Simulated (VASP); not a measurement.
# KMgF3 (Pm-3m) in VASP: further runs

One crystal, KMgF3, is run at these levels: r2SCAN; tasks: single point.

Everything below comes from runs of VASP 6.6.1. Logs are shortened: lines on timing, memory, paths and dates and some standing lists are left out, and cuts for length are marked.

## (1) The structure

The structure is cubic, space group Pm-3m (No. 221). Conventional cell: a = 4.085 Å, b = 4.085 Å, c = 4.085 Å, α = 90.00°, β = 90.00°, γ = 90.00°. K (site symmetry m-3m) is surrounded by 12 F at 2.89 Å. Mg (site symmetry m-3m) is surrounded by 6 F at 2.04 Å. Around F (site symmetry 4/mmm) lie 2 Mg at 2.04 Å.

The cell was built by a generator and needn't be a form met in nature.

## (2) Single point, r2SCAN

The input, POSCAR:

```
KMgF3
1.0
    4.0845689666      0.0000000000      0.0000000000
    0.0000000000      4.0845689666      0.0000000000
    0.0000000000      0.0000000000      4.0845689666
K Mg F
1 1 3
Direct
    0.5000000000      0.5000000000      0.5000000000
    0.0000000000      0.0000000000      0.0000000000
    0.5000000000      0.0000000000      0.0000000000
    0.0000000000      0.5000000000      0.0000000000
    0.0000000000      0.0000000000      0.5000000000
```

The input, INCAR.step1:

```
  PREC = Accurate
  ENCUT = 520
  ISMEAR = 0
  SIGMA = 0.01
  LREAL = F
  LASPH = T
  NELM = 100
  NBANDS = 24
  GGA = PE
  ALGO = Normal
  EDIFF = 1E-4
  LWAVE = T
  LCHARG = F
```

The input, INCAR.step2:

```
  PREC = Accurate
  ENCUT = 520
  EDIFF = 1E-6
  ISMEAR = 0
  SIGMA = 0.01
  LREAL = F
  LASPH = T
  NELM = 100
  ALGO = Normal
  ISIF = 2
  LWAVE = F
  LCHARG = F
  METAGGA = R2SCAN
  LMIXTAU = T
  NBANDS = 24
  ISTART = 1
```

The input, KPOINTS:

```
regular mesh
0
Gamma
  6 6 6
```

Potentials or basis: VASP PAW PBE potentials, release 64 (K_sv, Mg, F).

Command:

```bash
cat potpaw_PBE.64/K_sv/POTCAR potpaw_PBE.64/Mg/POTCAR potpaw_PBE.64/F/POTCAR > POTCAR
cp INCAR.step1 INCAR
mpirun -np 1 vasp_std > vasp.out
cp INCAR.step2 INCAR
mpirun -np 1 vasp_std > vasp.out
```

OUTCAR:

```text
PREC = Accurate
   ENCUT = 520
   EDIFF = 1E-6
   ISMEAR = 0
   LREAL = F
   LASPH = T
   NELM = 100
   ISIF = 2
   METAGGA = R2SCAN
   ISTART = 1

 ion  position               nearest neighbor table
   1  0.500  0.500  0.500-   2 3.54   2 3.54   2 3.54   2 3.54   2 3.54   2 3.54   2 3.54   2 3.54

   2  0.000  0.000  0.000-   3 2.04   4 2.04   5 2.04   5 2.04   4 2.04   3 2.04   1 3.54   1 3.54
                             1 3.54   1 3.54   1 3.54   1 3.54   1 3.54   1 3.54
   3  0.500  0.000  0.000-   2 2.04   2 2.04
   4  0.000  0.500  0.000-   2 2.04   2 2.04
   5  0.000  0.000  0.500-   2 2.04   2 2.04

  LATTYP: Found a simple cubic cell.
 ALAT       =     4.0845689666

  Lattice vectors:

 A1 = (   4.0845689666,   0.0000000000,   0.0000000000)
 A2 = (   0.0000000000,   4.0845689666,   0.0000000000)
 A3 = (   0.0000000000,   0.0000000000,   4.0845689666)

Analysis of symmetry for initial positions (statically):
=====================================================================
 Subroutine PRICEL returns:
 Original cell was already a primitive cell.

 Routine SETGRP: Setting up the symmetry group for a
 simple cubic supercell.

 Subroutine GETGRP returns: Found 48 space group operations
 (whereof 48 operations were pure point group operations)
 out of a pool of 48 trial point group operations.

The static configuration has the point symmetry O_h .

Analysis of symmetry for dynamics (positions and initial velocities):
=====================================================================
 Subroutine PRICEL returns:
 Original cell was already a primitive cell.

 Routine SETGRP: Setting up the symmetry group for a
 simple cubic supercell.

 Subroutine GETGRP returns: Found 48 space group operations
 (whereof 48 operations were pure point group operations)
 out of a pool of 48 trial point group operations.

The dynamic configuration has the point symmetry O_h .

 Subroutine INISYM returns: Found 48 space group operations
 (whereof 48 operations are pure point group operations),
 and found     1 'primitive' translations

----------------------------------------------------------------------------------------

                                     Primitive cell

  volume of cell :      68.1457

  direct lattice vectors                    reciprocal lattice vectors
     4.084568967  0.000000000  0.000000000     0.244823874  0.000000000  0.000000000
     0.000000000  4.084568967  0.000000000     0.000000000  0.244823874  0.000000000
     0.000000000  0.000000000  4.084568967     0.000000000  0.000000000  0.244823874

  length of vectors
     4.084568967  4.084568967  4.084568967     0.244823874  0.244823874  0.244823874

  position of ions in fractional coordinates (direct lattice)
     0.500000000  0.500000000  0.500000000
     0.000000000  0.000000000  0.000000000
     0.500000000  0.000000000  0.000000000
     0.000000000  0.500000000  0.000000000
     0.000000000  0.000000000  0.500000000

  ion indices of the primitive-cell ions
   primitive index   ion index
                 1           1
                 2           2
                 3           3
                 4           4
                 5           5

----------------------------------------------------------------------------------------

 KPOINTS: regular mesh

Automatic generation of k-mesh.
 Grid dimensions read from file:
 generate k-points for:    6    6    6

 Generating k-lattice:

  Cartesian coordinates                     Fractional coordinates (reciprocal lattice)
     0.040803979  0.000000000  0.000000000     0.166666667  0.000000000  0.000000000
     0.000000000  0.040803979  0.000000000     0.000000000  0.166666667  0.000000000
     0.000000000  0.000000000  0.040803979     0.000000000  0.000000000  0.166666667

  Length of vectors
     0.040803979  0.040803979  0.040803979

  Shift w.r.t. Gamma in fractional coordinates (k-lattice)
     0.000000000  0.000000000  0.000000000

 Subroutine IBZKPT returns following result:
 ===========================================

 Found     20 irreducible k-points:

 Following reciprocal coordinates:
            Coordinates               Weight
  0.000000  0.000000  0.000000      1.000000
  0.166667  0.000000  0.000000      6.000000
  0.333333  0.000000  0.000000      6.000000
  0.500000  0.000000  0.000000      3.000000
  0.166667  0.166667  0.000000     12.000000
  0.333333  0.166667  0.000000     24.000000
[... 12 lines left out ...]
  0.500000  0.500000  0.333333      6.000000
  0.500000  0.500000  0.500000      1.000000
   k-points           NKPTS =     20   k-points in BZ     NKDIM =     20   number of bands    NBANDS=     24
   number of dos      NEDOS =    301   number of ions     NIONS =      5
   total plane-waves  NPLWV =  27000
   dimension x,y,z NGX =    30 NGY =   30 NGZ =   30
   dimension x,y,z NGXF=    60 NGYF=   60 NGZF=   60
   ions per type =               1   1   3
   NGX,Y,Z   is equivalent  to a cutoff of  12.21, 12.21, 12.21 a.u.
   NGXF,Y,Z  is equivalent  to a cutoff of  24.42, 24.42, 24.42 a.u.
 SYSTEM =  unknown system
   PREC   = accura    normal or accurate (medium, high low for compatibility)
   ISTART =      1    job   : 0-new  1-cont  2-samecut
   ICHARG =      0    charge: 1-file 2-atom 10-const
   ISPIN  =      1    spin polarized calculation?
   LNONCOLLINEAR =      F non collinear calculations
   LSORBIT =      F    spin-orbit coupling
   LASPH  =      T    aspherical Exc in radial PAW
   ENCUT  =  520.0 eV  38.22 Ry    6.18 a.u.   7.59  7.59  7.59*2*pi/ulx,y,z
   NELM   =    100;   NELMIN=  2; NELMDL=  0     # of ELM steps
   EDIFF  = 0.1E-05   stopping-criterion for ELM
   LREAL  =      F    real-space projection
   EDIFFG = 0.1E-04   stopping-criterion for IOM
   NSW    =      0    number of steps for IOM
   IBRION =     -1    ionic relax: 0-MD 1-quasi-New 2-CG
   NFREE  =      0    steps in history (QN), initial steepest desc. (CG)
   ISIF   =      2    stress and relaxation
   ISYM   =      2    0-nonsym 1-usesym 2-fastsym
   POTIM  = 0.5000    time-step for ionic-motion
   TEBEG  =    0.0;   TEEND  =   0.0 temperature during run
   PSTRESS=    0.0 pullay stress
   NELECT =      32.0000    total number of electrons
   NUPDOWN=      -1.0000    fix difference up-down
   EMIN   =  10.00;   EMAX   =-10.00  energy-range for DOS
   EFERMI =   0.00;   METHOD = LEGACY
   ISMEAR =     0;   SIGMA  =   0.01  broadening in eV -4-tet -1-fermi 0-gaus
   EFERMI_NEDOS =   21; number of points for ismear=-14 and -15
   IALGO  =     38    algorithm
   IMIX   =      4    mixing-type and parameters
     AMIX     =   0.40;   BMIX     =  1.00
     AMIX_MAG =   1.60;   BMIX_MAG =  1.00
  volume/ion in A,a.u.               =      13.63        91.97
  Fermi-wavevector in a.u.,A,eV,Ry     =   1.272463  2.404607 22.030047  1.619163
  Thomas-Fermi vector in A             =   2.405340
   LORBIT       =      0    0 simple, 1 ext, 2 COOP (PROOUT), +10 PAW based schemes
   METAGGA = R2SCAN    functional components
   LHFCALC =     F    Hartree Fock is set to
   AEXX    =    0.0000 exact exchange contribution
   IVDW    =     0    specifies the selected vdW correction
   LEPSILON=     F    determine dielectric tensor
   LRPA    =     F    only Hartree local field effects (RPA)
 non-spin polarized calculation
 Gauss-broadening in eV      SIGMA  =   0.01
  energy-cutoff  :      520.00
  volume of cell :       68.15
 maximum number of plane-waves:      1856
   NGX = 15   NGY = 15   NGZ = 15

 number of electron      31.9999976 magnetization

 Free energy of the ion-electron system (eV)
  ---------------------------------------------------
  ext. energy  EPLUGINS =         0.00000000
  ---------------------------------------------------
  free energy    TOTEN  =       -37.32094769 eV

  energy without entropy =      -37.32094769  energy(sigma->0) =      -37.32094769

 E-fermi :  -2.4148     XC(G=0):  -9.8148

 val. band max:       -2.5622811963   @ k =   0.5000   0.5000   0.5000
 cond. band min:       5.1306780586   @ k =   0.0000   0.0000   0.0000
 fundamental gap:      7.6929592549
 Fermi energy:        -2.4148462767

 k-point     1 :       0.0000    0.0000    0.0000
  band No.  band energies     occupation
      1     -29.3206      2.00000
      2     -23.6176      2.00000
      3     -23.0766      2.00000
      4     -23.0766      2.00000
      5     -12.0370      2.00000
      6     -12.0370      2.00000
[... 16 lines left out ...]
     23      11.8109      0.00000
     24      14.7210      0.00000

 k-point     2 :       0.1667    0.0000    0.0000
  band No.  band energies     occupation
      1     -29.3160      2.00000
      2     -23.5907      2.00000
      3     -23.1064      2.00000
      4     -23.0749      2.00000
      5     -12.0379      2.00000
      6     -12.0273      2.00000
[... 16 lines left out ...]
     23      11.7930      0.00000
     24      14.5773      0.00000

 k-point     3 :       0.3333    0.0000    0.0000
  band No.  band energies     occupation
      1     -29.3067      2.00000
      2     -23.5241      2.00000
      3     -23.1791      2.00000
      4     -23.0722      2.00000
      5     -12.0397      2.00000
      6     -12.0079      2.00000
[... 16 lines left out ...]
     23      11.7967      0.00000
     24      14.1868      0.00000
[... 406 lines left out ...]
 k-point    19 :       0.5000    0.5000    0.3333
  band No.  band energies     occupation
      1     -29.2816      2.00000
      2     -23.2377      2.00000
      3     -23.2314      2.00000
      4     -23.2314      2.00000
      5     -12.1575      2.00000
      6     -12.1575      2.00000
[... 16 lines left out ...]
     23      12.5385      0.00000
     24      12.5385      0.00000

 k-point    20 :       0.5000    0.5000    0.5000
  band No.  band energies     occupation
      1     -29.2793      2.00000
      2     -23.2284      2.00000
      3     -23.2284      2.00000
      4     -23.2284      2.00000
      5     -12.1760      2.00000
      6     -12.1760      2.00000
[... 16 lines left out ...]
     23      12.8759      0.00000
     24      12.9012      0.00000

------------------------ aborting loop because EDIFF is reached ----------------------------------------

  FORCE on cell =-STRESS in cart. coord.  units (eV):
  Direction    XX          YY          ZZ          XY          YZ          ZX
  --------------------------------------------------------------------------------------
  -------------------------------------------------------------------------------------
  Total       -2.4127778     -2.4127778     -2.4127778     -0.0000000      0.0000000     -0.0000000
  in kB      -56.7269220    -56.7269220    -56.7269220     -0.0000000      0.0000000     -0.0000000
  external PRESSURE =     -56.7269220 kB  Pullay stress =       0.0000000 kB

 VOLUME and BASIS-vectors are now :
 -----------------------------------------------------------------------------
  energy-cutoff  :      520.00
  volume of cell :       68.15
      direct lattice vectors                 reciprocal lattice vectors
     4.084568967  0.000000000  0.000000000     0.244823874  0.000000000  0.000000000
     0.000000000  4.084568967  0.000000000     0.000000000  0.244823874  0.000000000
     0.000000000  0.000000000  4.084568967     0.000000000  0.000000000  0.244823874

 POSITION                                       TOTAL-FORCE (eV/Angst)
 -----------------------------------------------------------------------------------
      2.04228      2.04228      2.04228         0.000000      0.000000      0.000000
      0.00000      0.00000      0.00000         0.000000      0.000000      0.000000
      2.04228      0.00000      0.00000         0.000000      0.000000      0.000000
      0.00000      2.04228      0.00000         0.000000      0.000000      0.000000
      0.00000      0.00000      2.04228         0.000000      0.000000      0.000000
 -----------------------------------------------------------------------------------
    total drift:                                0.000000     -0.000000      0.000000

  FREE ENERGIE OF THE ION-ELECTRON SYSTEM (eV)
  ---------------------------------------------------
  free  energy   TOTEN  =       -37.3209476940 eV

  energy  without entropy=      -37.3209476940  energy(sigma->0) =      -37.32094769
```

Run time: 51 s. Hardware: 1 thread of Intel Xeon 6975P-C (Granite Rapids), shared host; peak memory 0.19 GiB.

Results:

| Quantity | Value |
| --- | --- |
| Free energy | -37.3209 eV |
| Pressure | -5.7 GPa |
| Band gap on the k mesh | 7.69 eV, indirect (least direct gap 8.01 eV) |

Levels at points of the mesh, in eV from the valence-band top:
```
           k point  band 12  band 13  band 14  band 15  band 16  band 17  band 18  band 19  band 20  band 21
(0.00, 0.00, 0.00)    -0.57    -0.57    -0.32    -0.32    -0.32     7.69    10.73    10.73    12.97    12.97
(0.50, 0.00, 0.00)    -0.78    -0.78    -0.77    -0.49    -0.49    10.53    10.72    11.70    13.41    13.41
(0.50, 0.50, 0.00)    -0.92    -0.92    -0.83    -0.83    -0.02    11.43    12.18    12.95    12.95    13.46
(0.50, 0.50, 0.50)    -1.05    -1.05     0.00     0.00     0.00    11.07    11.07    11.07    14.56    14.68
```

Caveat: the PAW data sets were made with another functional, which shifts forces and pressure a little.

## (3) Single point, r2SCAN

This run uses another cell than the first one, of 10.80 Å³/atom, 0.792 times its volume.

Edit POSCAR of step 2 so:

```diff
@@ -2,5 +2,5 @@
 1.0
-    4.0845689666      0.0000000000      0.0000000000
-    0.0000000000      4.0845689666      0.0000000000
-    0.0000000000      0.0000000000      4.0845689666
+    3.7798164170      0.0000000000      0.0000000000
+    0.0000000000      3.7798164170      0.0000000000
+    0.0000000000      0.0000000000      3.7798164170
 K Mg F
```

The input, INCAR.step1:

```
SYSTEM = KMgF3
ALGO     = Normal         ! electronic algorithm
EDIFF    = 1E-4           ! SCF threshold, eV
ENCUT    = 520            ! plane-wave cutoff, eV
GGA      = PE             ! functional
ISMEAR   = 0              ! smearing method
LASPH    = .TRUE.         ! aspherical terms in the spheres
LCHARG   = .FALSE.        ! write CHGCAR
LREAL    = .FALSE.        ! projectors in reciprocal space
LWAVE    = .TRUE.         ! write WAVECAR
NBANDS   = 24             ! bands
NELM     = 100            ! most SCF steps
PREC     = Accurate       ! precision mode
SIGMA    = 0.01           ! smearing width, eV
```

The input, INCAR.step2:

```
SYSTEM = KMgF3
ALGO     = Normal         ! electronic algorithm
EDIFF    = 1E-6           ! SCF threshold, eV
ENCUT    = 520            ! plane-wave cutoff, eV
ISIF     = 2              ! what is computed and relaxed
ISMEAR   = 0              ! smearing method
ISTART   = 1            
LASPH    = .TRUE.         ! aspherical terms in the spheres
LCHARG   = .FALSE.        ! write CHGCAR
LMIXTAU  = .TRUE.       
LREAL    = .FALSE.        ! projectors in reciprocal space
LWAVE    = .FALSE.        ! write WAVECAR
METAGGA  = R2SCAN         ! meta-GGA
NBANDS   = 24             ! bands
NELM     = 100            ! most SCF steps
PREC     = Accurate       ! precision mode
SIGMA    = 0.01           ! smearing width, eV
```

The input, KPOINTS:

```
k-points
0
G
  6 6 6
  0 0 0
```

Potentials or basis: VASP PAW PBE potentials, release 64 (K_sv, Mg, F).

Command:

```bash
cat potpaw_PBE.64/K_sv/POTCAR potpaw_PBE.64/Mg/POTCAR potpaw_PBE.64/F/POTCAR > POTCAR
cp INCAR.step1 INCAR
mpirun -np 1 vasp_std > vasp.out
cp INCAR.step2 INCAR
mpirun -np 1 vasp_std > vasp.out
```

OUTCAR:

```text
SYSTEM = KMgF3
   EDIFF = 1E-6
   ENCUT = 520
   ISIF = 2
   ISMEAR = 0
   ISTART = 1
   LASPH = .TRUE.
   LREAL = .FALSE.
   METAGGA = R2SCAN
   NELM = 100
   PREC = Accurate

 ion  position               nearest neighbor table
   1  0.500  0.500  0.500-   3 2.67   4 2.67   5 2.67   3 2.67   4 2.67   3 2.67   5 2.67   3 2.67
                             4 2.67   5 2.67   4 2.67   5 2.67   2 3.27   2 3.27   2 3.27   2 3.27
   2  0.000  0.000  0.000-   3 1.89   4 1.89   5 1.89   5 1.89   4 1.89   3 1.89   1 3.27   1 3.27
                             1 3.27   1 3.27   1 3.27   1 3.27   1 3.27   1 3.27
   3  0.500  0.000  0.000-   2 1.89   2 1.89   1 2.67   1 2.67   1 2.67   1 2.67
   4  0.000  0.500  0.000-   2 1.89   2 1.89   1 2.67   1 2.67   1 2.67   1 2.67
   5  0.000  0.000  0.500-   2 1.89   2 1.89   1 2.67   1 2.67   1 2.67   1 2.67

  LATTYP: Found a simple cubic cell.
 ALAT       =     3.7798164170

  Lattice vectors:

 A1 = (   3.7798164170,   0.0000000000,   0.0000000000)
 A2 = (   0.0000000000,   3.7798164170,   0.0000000000)
 A3 = (   0.0000000000,   0.0000000000,   3.7798164170)

Analysis of symmetry for initial positions (statically):
[... 178 lines left out ...]
 cond. band min:       8.3093227665   @ k =   0.0000   0.0000   0.0000
 fundamental gap:      9.6401408532
 Fermi energy:        -1.1789219633

 k-point     1 :       0.0000    0.0000    0.0000
  band No.  band energies     occupation
      1     -27.6670      2.00000
      2     -23.0162      2.00000
      3     -22.1776      2.00000
      4     -22.1776      2.00000
      5     -10.4125      2.00000
      6     -10.4125      2.00000
[... 529 lines left out ...]
     23      16.7095      0.00000
     24      16.7095      0.00000

------------------------ aborting loop because EDIFF is reached ----------------------------------------

  FORCE on cell =-STRESS in cart. coord.  units (eV):
  Direction    XX          YY          ZZ          XY          YZ          ZX
  --------------------------------------------------------------------------------------
  -------------------------------------------------------------------------------------
  Total        5.6339849      5.6339849      5.6339849      0.0000000      0.0000000     -0.0000000
  in kB      167.1529851    167.1529851    167.1529851      0.0000000      0.0000000     -0.0000000
  external PRESSURE =     167.1529851 kB  Pullay stress =       0.0000000 kB

 VOLUME and BASIS-vectors are now :
 -----------------------------------------------------------------------------
  energy-cutoff  :      520.00
  volume of cell :       54.00
      direct lattice vectors                 reciprocal lattice vectors
     3.779816417  0.000000000  0.000000000     0.264563114  0.000000000  0.000000000
     0.000000000  3.779816417  0.000000000     0.000000000  0.264563114  0.000000000
     0.000000000  0.000000000  3.779816417     0.000000000  0.000000000  0.264563114

 POSITION                                       TOTAL-FORCE (eV/Angst)
 -----------------------------------------------------------------------------------
      1.88991      1.88991      1.88991         0.000000      0.000000      0.000000
      0.00000      0.00000      0.00000         0.000000      0.000000      0.000000
      1.88991      0.00000      0.00000         0.000000      0.000000      0.000000
      0.00000      1.88991      0.00000         0.000000      0.000000      0.000000
      0.00000      0.00000      1.88991         0.000000      0.000000      0.000000
 -----------------------------------------------------------------------------------
    total drift:                                0.000000      0.000000     -0.000000

  FREE ENERGIE OF THE ION-ELECTRON SYSTEM (eV)
  ---------------------------------------------------
  free  energy   TOTEN  =       -37.0054040274 eV

  energy  without entropy=      -37.0054040274  energy(sigma->0) =      -37.00540403
```

Wall time 40 s (1 thread of Intel Xeon 6975P-C (Granite Rapids), shared host); peak memory 0.17 GiB.

What came out:

```
Free energy            : -37.0054 eV
Pressure               : 16.7 GPa
Band gap on the k mesh : 9.64 eV, indirect (least direct gap 9.95 eV)
```

Caveat: so large a pressure means that the cell lies far from this level's equilibrium, or that cutoff or potentials fall short; the potentials were made for another functional, which shifts forces and pressure. A k mesh can miss the band edges.
